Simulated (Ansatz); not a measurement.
**Os (sc type): a single-point run**

The task is a single-point run on Os (sc type).

Computed with Ansatz 0.2.0 (DFT, PBE, all-electron LAPW, scalar-relativistic, unless a step's input says otherwise).

1 further run of the same task is left out (set aside as unsound or not needed).

## Step 1: The system as given

The structure is cubic, space group Pm-3m (No. 221). The conventional cell has a = 4.833 Å, b = 4.833 Å, c = 4.833 Å, α = 90.00°, β = 90.00°, γ = 90.00°.

As a file:

```
Os
1.0
     4.83280    0.00000    0.00000
     0.00000    4.83280    0.00000
     0.00000    0.00000    4.83280
Os
1
Direct
  0.00000 0.00000 0.00000
```

## Step 2: Running it

File input.yaml:

```yaml
crystal:
  lattice:
    - [4.83280332, 0.0, 0.0]
    - [0.0, 4.83280332, 0.0]
    - [0.0, 0.0, 4.83280332]
  atoms:
    - { symbol: Os, position: [0.0, 0.0, 0.0] }
kpoints:
  mp_grid: { grid: [15, 15, 15] }
scf:
  occupations: { method: fermi_dirac, width: 0.05 }
  max_iter: 80
hamiltonian:
  xc: pbe
  pseudopotentials:
    kind: all_electron
    lapw: { basis_error: 0.00025 }
    dirac_shells: { Os: ["4p", "4d"] }
output:
  forces: true
  stress: true
  eigenvalues: true
```

The run is started by

```console
$ ansatz run input.yaml --threads 1 --pin off --max-ram 2048MiB --backend cpu --events-out ev --progress --plain --runs-dir out
```

Q: Will this input give a usable result? If not, why, and what should change?

The program finished normally. That alone doesn't make the input a sound one.

The structure is inflated by the factor 1.89 between bohr and ångström. The shortest distance in the input is 4.83 Å.

What to do: divide the lengths by 1.8897.
